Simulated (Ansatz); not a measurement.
**BaHfO3: the volume at rest**

BaHfO3 in the perovskite structure, starting from this typed cell of 14.82 Å³ an atom.

```
CELL_PARAMETERS angstrom
4.20000 0.00000 0.00000
0.00000 4.20000 0.00000
0.00000 0.00000 4.20000
ATOMIC_POSITIONS crystal
Ba 0.00000 0.00000 0.00000
Hf 0.50000 0.50000 0.50000
O 0.50000 0.50000 0.00000
O 0.50000 0.00000 0.50000
O 0.00000 0.50000 0.50000
```

Method (Ansatz, development build): k mesh 4×4×4; fixed occupations; no spin. Cell and atoms are relaxed to zero stress with the symmetry kept and no dispersion correction.

Caveats: coarse k mesh.

Question: What volume results under PBE, LDA, PBEsol, and how much do the potentials matter?

Answer: 
| functional | potentials | cutoff (eV) | volume (Å³/atom) | change (%) |
| --- | --- | --- | --- | --- |
| PBE | all-electron PAW datasets (no frozen core) | 680 | 14.89 | 0.5 |
| PBE | Ansatz hand-made PAW | 930 | 14.89 | 0.5 |
| PBE | PseudoDojo norm-conserving | 1143 | 14.78 | -0.3 |
| PBE | Ansatz norm-conserving | 1240 | 14.88 | 0.5 |
| LDA | Ansatz hand-made PAW | 930 | 14.02 | -5.4 |
| LDA | PseudoDojo norm-conserving | 1143 | 13.80 | -6.9 |
| PBEsol | Ansatz hand-made PAW | 930 | 14.38 | -2.9 |
| PBEsol | PseudoDojo norm-conserving | 1143 | 14.25 | -3.8 |

From smallest to largest: LDA, PBEsol, PBE.
